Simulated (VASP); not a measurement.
# Be (Pm-3m) in VASP: a series of runs, part 3 of 3

VASP 6.6.1.

### 5 Relaxation of cell and atoms, PBE, target pressure 30 GPa, at which the enthalpy is minimised

Contents of INCAR:

```
  PREC = Accurate
  ENCUT = 600
  EDIFF = 1E-7
  ISMEAR = -1
  SIGMA = 0.05
  LREAL = False
  LASPH = True
  NELM = 100
  ALGO = Normal
  ISIF = 3
  LWAVE = False
  LCHARG = False
  GGA = PE
  IBRION = 2
  NSW = 40
  EDIFFG = -0.005
  PSTRESS = 300
```

Contents of KPOINTS:

```
Automatic mesh
0
Gamma
  12 12 12
```

Contents of POSCAR:

```
Be
1.0
    2.1739600000      0.0000000000      0.0000000000
    0.0000000000      2.1739600000      0.0000000000
    0.0000000000      0.0000000000      2.1739600000
Be
1
Direct
    0.0000000000      0.0000000000      0.0000000000
```

Potentials or basis: VASP PAW PBE potentials, release 64 (Be).

The run is started by

```
$ cat potpaw_PBE.64/Be/POTCAR > POTCAR
$ mpirun -np 1 vasp_std > vasp.out
```

OUTCAR:

```text
PREC = Accurate
   ENCUT = 600
   EDIFF = 1E-7
   ISMEAR = -1
   LREAL = False
   LASPH = True
   NELM = 100
   ISIF = 3
   GGA = PE
   IBRION = 2
   NSW = 40
   EDIFFG = -0.005
   PSTRESS = 300

 ion  position               nearest neighbor table
   1  0.000  0.000  0.000-

  LATTYP: Found a simple cubic cell.
 ALAT       =     2.1739600000

  Lattice vectors:

 A1 = (   2.1739600000,   0.0000000000,   0.0000000000)
 A2 = (   0.0000000000,   2.1739600000,   0.0000000000)
 A3 = (   0.0000000000,   0.0000000000,   2.1739600000)

Analysis of symmetry for initial positions (statically):
=====================================================================
 Subroutine PRICEL returns:
 Original cell was already a primitive cell.

 Routine SETGRP: Setting up the symmetry group for a
 simple cubic supercell.

 Subroutine GETGRP returns: Found 48 space group operations
 (whereof 48 operations were pure point group operations)
 out of a pool of 48 trial point group operations.

The static configuration has the point symmetry O_h .

Analysis of symmetry for dynamics (positions and initial velocities):
=====================================================================
 Subroutine PRICEL returns:
 Original cell was already a primitive cell.

 Routine SETGRP: Setting up the symmetry group for a
 simple cubic supercell.

 Subroutine GETGRP returns: Found 48 space group operations
 (whereof 48 operations were pure point group operations)
 out of a pool of 48 trial point group operations.

The dynamic configuration has the point symmetry O_h .

 Subroutine INISYM returns: Found 48 space group operations
 (whereof 48 operations are pure point group operations),
 and found     1 'primitive' translations

----------------------------------------------------------------------------------------

                                     Primitive cell

  volume of cell :      10.2744

  direct lattice vectors                    reciprocal lattice vectors
     2.173960000  0.000000000  0.000000000     0.459990064  0.000000000  0.000000000
     0.000000000  2.173960000  0.000000000     0.000000000  0.459990064  0.000000000
     0.000000000  0.000000000  2.173960000     0.000000000  0.000000000  0.459990064

  length of vectors
     2.173960000  2.173960000  2.173960000     0.459990064  0.459990064  0.459990064

  position of ions in fractional coordinates (direct lattice)
     0.000000000  0.000000000  0.000000000

  ion indices of the primitive-cell ions
   primitive index   ion index
                 1           1

----------------------------------------------------------------------------------------

 KPOINTS: Automatic mesh

Automatic generation of k-mesh.
 Grid dimensions read from file:
 generate k-points for:   12   12   12

 Generating k-lattice:

  Cartesian coordinates                     Fractional coordinates (reciprocal lattice)
     0.038332505  0.000000000  0.000000000     0.083333333  0.000000000  0.000000000
     0.000000000  0.038332505  0.000000000     0.000000000  0.083333333  0.000000000
     0.000000000  0.000000000  0.038332505     0.000000000  0.000000000  0.083333333

  Length of vectors
     0.038332505  0.038332505  0.038332505

  Shift w.r.t. Gamma in fractional coordinates (k-lattice)
     0.000000000  0.000000000  0.000000000

 Subroutine IBZKPT returns following result:
 ===========================================

 Found     84 irreducible k-points:

 Following reciprocal coordinates:
            Coordinates               Weight
  0.000000  0.000000  0.000000      1.000000
  0.083333  0.000000  0.000000      6.000000
  0.166667  0.000000  0.000000      6.000000
  0.250000  0.000000  0.000000      6.000000
  0.333333  0.000000  0.000000      6.000000
  0.416667  0.000000  0.000000      6.000000
[... 16 lines left out ...]
  0.333333  0.333333  0.000000     12.000000
  0.416667  0.333333  0.000000     24.000000
 [... further k-points ...]
   k-points           NKPTS =     84   k-points in BZ     NKDIM =     84   number of bands    NBANDS=      5
   number of dos      NEDOS =    301   number of ions     NIONS =      1
   total plane-waves  NPLWV =   5832
   dimension x,y,z NGX =    18 NGY =   18 NGZ =   18
   dimension x,y,z NGXF=    36 NGYF=   36 NGZF=   36
   ions per type =               1
   NGX,Y,Z   is equivalent  to a cutoff of  13.76, 13.76, 13.76 a.u.
   NGXF,Y,Z  is equivalent  to a cutoff of  27.53, 27.53, 27.53 a.u.
 SYSTEM =  unknown system
   PREC   = accura    normal or accurate (medium, high low for compatibility)
   ISTART =      0    job   : 0-new  1-cont  2-samecut
   ICHARG =      2    charge: 1-file 2-atom 10-const
   ISPIN  =      1    spin polarized calculation?
   LNONCOLLINEAR =      F non collinear calculations
   LSORBIT =      F    spin-orbit coupling
   LASPH  =      T    aspherical Exc in radial PAW
   ENCUT  =  600.0 eV  44.10 Ry    6.64 a.u.   4.34  4.34  4.34*2*pi/ulx,y,z
   NELM   =    100;   NELMIN=  2; NELMDL= -5     # of ELM steps
   EDIFF  = 0.1E-06   stopping-criterion for ELM
   LREAL  =      F    real-space projection
   EDIFFG = -.5E-02   stopping-criterion for IOM
   NSW    =     40    number of steps for IOM
   IBRION =      2    ionic relax: 0-MD 1-quasi-New 2-CG
   NFREE  =      1    steps in history (QN), initial steepest desc. (CG)
   ISIF   =      3    stress and relaxation
   ISYM   =      2    0-nonsym 1-usesym 2-fastsym
   POTIM  = 0.5000    time-step for ionic-motion
   TEBEG  =    0.0;   TEEND  =   0.0 temperature during run
   PSTRESS=  300.0 pullay stress
   NELECT =       2.0000    total number of electrons
   NUPDOWN=      -1.0000    fix difference up-down
   EMIN   =  10.00;   EMAX   =-10.00  energy-range for DOS
   EFERMI =   0.00;   METHOD = LEGACY
   ISMEAR =    -1;   SIGMA  =   0.05  broadening in eV -4-tet -1-fermi 0-gaus
   EFERMI_NEDOS =   21; number of points for ismear=-14 and -15
   IALGO  =     38    algorithm
   IMIX   =      4    mixing-type and parameters
     AMIX     =   0.40;   BMIX     =  1.00
     AMIX_MAG =   1.60;   BMIX_MAG =  1.00
  volume/ion in A,a.u.               =      10.27        69.33
  Fermi-wavevector in a.u.,A,eV,Ry     =   0.948782  1.792939 12.247802  0.900188
  Thomas-Fermi vector in A             =   2.077003
   LORBIT       =      0    0 simple, 1 ext, 2 COOP (PROOUT), +10 PAW based schemes
   GGA     = PE    functional components
   LHFCALC =     F    Hartree Fock is set to
   AEXX    =    0.0000 exact exchange contribution
   IVDW    =     0    specifies the selected vdW correction
   LEPSILON=     F    determine dielectric tensor
   LRPA    =     F    only Hartree local field effects (RPA)
 conjugate gradient relaxation of ions
 non-spin polarized calculation
  energy-cutoff  :      600.00
  volume of cell :       10.27
 maximum number of plane-waves:       360
 NGX is ok and might be reduce to    18
   NGX =  9   NGY =  9   NGZ =  9

--------------------------------------- Ionic step        1  -------------------------------------------

 number of electron       2.0000000 magnetization

 Free energy of the ion-electron system (eV)
  ---------------------------------------------------
  ext. energy  EPLUGINS =         0.00000000
  ---------------------------------------------------
  free energy    TOTEN  =        -2.75457650 eV

  energy without entropy =       -2.74991418  energy(sigma->0) =       -2.75224534

 E-fermi :   4.8236     XC(G=0):  -9.7562

 val. band max:        4.7767283027   @ k =   0.4167   0.1667   0.0000
 cond. band min:       4.8682047835   @ k =   0.4167   0.3333   0.3333
 fundamental gap:      0.0914764809
 Fermi energy:         4.8235763169

 k-point     1 :       0.0000    0.0000    0.0000
  band No.  band energies     occupation
      1      -4.9010      2.00000
      2      18.2964      0.00000
      3      18.2964      0.00000
      4      18.2964      0.00000
      5      23.9590      0.00000
[... 290 lines left out ...]
  energy  without entropy=       -2.5607242614  energy(sigma->0) =       -2.56286175

  enthalpy is  TOTEN    =        -1.0845269361 eV   P V=        1.4804722932

[... ionic steps 4 to 14 ...]

--------------------------------------- Ionic step       15  -------------------------------------------

 number of electron       2.0000000 magnetization

------------------------ aborting loop because EDIFF is reached ----------------------------------------
[... 69 lines left out ...]
--------------------------------------- Ionic step       17  -------------------------------------------

 number of electron       2.0000000 magnetization

 Free energy of the ion-electron system (eV)
  ---------------------------------------------------
  ext. energy  EPLUGINS =         0.00000000
  ---------------------------------------------------
  free energy    TOTEN  =        -2.56613879 eV

  energy without entropy =       -2.56185967  energy(sigma->0) =       -2.56399923

 E-fermi :   7.0241     XC(G=0): -10.5930

 val. band max:        7.0205023364   @ k =   0.4167   0.0833   0.0833
 cond. band min:       7.0672422299   @ k =   0.5000   0.3333   0.0833
 fundamental gap:      0.0467398935
 Fermi energy:         7.0241014790

 k-point     1 :       0.0000    0.0000    0.0000
  band No.  band energies     occupation
      1      -4.2974      2.00000
      2      23.1959      0.00000
      3      23.1959      0.00000
      4      23.1959      0.00000
      5      29.2032      0.00000
[... 216 lines left out ...]
  energy  without entropy=       -2.5618596677  energy(sigma->0) =       -2.56399923

  enthalpy is  TOTEN    =        -1.0845290670 eV   P V=        1.4816097228

 reached required accuracy - stopping structural energy minimisation
```

OSZICAR:

```text
N       E                     dE             d eps       ncg     rms          rms(c)
DAV:   1    -0.121351036147E+01   -0.12135E+01   -0.12133E+03   870   0.369E+02
DAV:   2    -0.276118673945E+01   -0.15477E+01   -0.13656E+01  1195   0.331E+01
DAV:   3    -0.277074196561E+01   -0.95552E-02   -0.95494E-02   960   0.227E+00
[... 78 lines left out ...]
       N       E                     dE             d eps       ncg     rms          rms(c)
DAV:   1    -0.256613958931E+01   -0.22630E-02   -0.36418E-05   905   0.646E-02    0.279E-03
DAV:   2    -0.256613922906E+01    0.36025E-06   -0.57904E-08   955   0.295E-03    0.174E-03
DAV:   3    -0.256613878986E+01    0.43920E-06   -0.30151E-08   710   0.270E-03    0.472E-05
DAV:   4    -0.256613878981E+01    0.45610E-10   -0.17797E-10   425   0.116E-04
  17 F= -.10845291E+01 E0= -.10823895E+01  d E =-.750267E-04
```

CONTCAR:

```text
Be
   1.00000000000000
     1.9926959998837510    0.0000000000000001    0.0000000000000000
     0.0000000000000001    1.9926959998837515    0.0000000000000001
     0.0000000000000000    0.0000000000000001    1.9926959998837515
  Be
     1
Direct
     0.0000000000000000    0.0000000000000000    0.0000000000000000

  0.00000000E+00  0.00000000E+00  0.00000000E+00
```

Wall time 8.1 s (1 thread of Intel Xeon 6975P-C (Granite Rapids), shared host); peak memory 0.12 GiB.

What came out:

```yaml
Free_energy: -2.5661 eV
Relaxed_volume: 7.91 Å³/atom
Relaxed_cell: a = 1.993 Å, b = 1.993 Å, c = 1.993 Å, α = 90.00°, β = 90.00°, γ = 90.00°
Space_group_after_relaxing_to_0.05_Å: Pm-3m (No. 221)
Energy_change_on_relaxing_the_enthalpy_is_what_falls: +188.4 meV/atom
Ionic_steps: 17
Pressure_after_relaxing: 30.0 GPa
Band_gap_on_the_k_mesh: none (metal or under the smearing width)
```

The path:
```
step  energy change (eV)  largest force (eV/Å)  pressure (GPa)  volume (Å³)
   1              0.0000                0.0000            0.55        10.27
   2              0.2283                0.0000           34.33         7.71
   3              0.1896                0.0000           30.13         7.91
   4              0.1815                0.0000           29.24         7.95
   5              0.1817                0.0000           29.26         7.95
   6              0.1822                0.0000           29.31         7.95
   7              0.1822                0.0000           29.31         7.95
   8              0.1822                0.0000           29.31         7.95
   9              0.1822                0.0000           29.31         7.95
  10              0.1823                0.0000           29.32         7.95
  11              0.1824                0.0000           29.34         7.95
  12              0.1827                0.0000           29.36         7.94
  13              0.1832                0.0000           29.42         7.94
  14              0.1843                0.0000           29.54         7.94
  15              0.1864                0.0000           29.77         7.92
  16              0.1907                0.0000           30.25         7.90
  17              0.1884                0.0000           30.00         7.91
```

Final structure:
```
Be
1.0
     1.99270    0.00000    0.00000
     0.00000    1.99270    0.00000
     0.00000    0.00000    1.99270
Be
1
Cartesian
  0.0000 0.0000 0.0000
```

Levels at points of the mesh, in eV from the Fermi level:
| k point | band 1 | band 2 | band 3 | band 4 | band 5 |
| --- | --- | --- | --- | --- | --- |
| (0.00, 0.00, 0.00) | -11.32 | 16.17 | 16.17 | 16.17 | 22.18 |
| (0.50, 0.00, 0.00) | -6.09 | -1.50 | 20.84 | 20.84 | 29.04 |
| (0.50, 0.50, 0.00) | 0.49 | 0.49 | 6.98 | 9.72 | 24.70 |
| (0.50, 0.50, 0.50) | 6.33 | 6.33 | 6.33 | 14.90 | 14.90 |

Caveat: the cell is relaxed towards a set pressure, so the enthalpy falls and the energy may rise; the volume moved by over 15 % at a fixed basis, so the end points are rough.

### 6 For comparison

An earlier run on the cell as given: functional PBE; potentials or basis VASP PAW PBE potentials, release 64 (Be); cutoff 520 eV; k mesh 12 × 12 × 12; occupations fermi-dirac, width 0.05 eV; no spin polarisation.

- Pressure: 0.5 GPa
- Band gap on the k mesh: none (metal or under the smearing width)

### 7 Summary

| task | cell | cutoff (eV) | target pressure | gap on the mesh (eV) | pressure (GPa) |
| --- | --- | --- | --- | --- | --- |
| relaxation of cell and atoms | relaxed to 5 GPa | 600 | 5 GPa | none | 5.0 |
| relaxation of cell and atoms | relaxed to 10 GPa | 600 | 10 GPa | none | 10.0 |
| relaxation of cell and atoms | relaxed to 20 GPa | 600 | 20 GPa | none | 19.9 |
| relaxation of cell and atoms | relaxed to 30 GPa | 600 | 30 GPa | none | 30.0 |
| single point | as given | 520 | - | none | 0.5 |

Alike in all rows: level PBE; potentials or basis VASP PAW PBE potentials, release 64 (Be); no spin polarisation; k mesh 12 × 12 × 12; smearing fermi-dirac 0.05 eV.

Caveats: the cell is relaxed towards a set pressure, so the enthalpy falls and the energy may rise (some runs); the volume moved by over 15 % at a fixed basis, so the end points are rough (some runs).

Total energies depend on the potentials used, so only differences within one code and one set of settings carry meaning.
